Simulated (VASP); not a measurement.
Set up this calculation in VASP 6.6.1, as the native input.

```yaml
Task: single point
Functional: PBE
Potentials_or_basis: VASP PAW PBE potentials, release 64 (Sc_sv)
Cutoff: 520 eV
k_mesh: 18 × 18 × 18
Occupations: gaussian, width 0.15 eV
Spin: no spin polarisation
Dipole_correction: no
Further_INCAR_settings: ALGO = Fast; EDIFF = 1e-06; NBANDS = 12
```

The structure of Sc lies in POSCAR:

```
Sc
1.0
   -1.8596893213      1.8596893213      1.7691310900
    1.8596893213     -1.8596893213      1.7691310900
    1.8596893213      1.8596893213     -1.7691310900
Sc
1
Direct
    0.0000000000      0.0000000000      0.0000000000
```

This isn't the form of Sc at room conditions, which is hcp.

The cell isn't the ideal one: strain -0.030 along x and y, +0.030 along z, atoms carried along.

One way to write it, as run:

INCAR

```
PREC = Accurate
ENCUT = 520
EDIFF = 1E-6
ISMEAR = 0
SIGMA = 0.15
LREAL = False
LASPH = True
NELM = 100
ALGO = Fast
ISIF = 2
LWAVE = False
LCHARG = False
GGA = PE
NBANDS = 12
```

KPOINTS

```
Automatic mesh
0
Gamma
  18 18 18
```

Potentials or basis: VASP PAW PBE potentials, release 64 (Sc_sv).

Run with:

```console
$ cat potpaw_PBE.64/Sc_sv/POTCAR > POTCAR
$ mpirun -np 1 vasp_std > vasp.out
```

Results of the run:

The pressure is 0.9 GPa. The band gap on the k mesh is none (metal or under the smearing width).

It took 58 s on 1 thread of Intel(R) Xeon(R) Platinum 8375C CPU @ 2.90GHz (Ice Lake), on a shared host, peak memory 0.25 GiB.
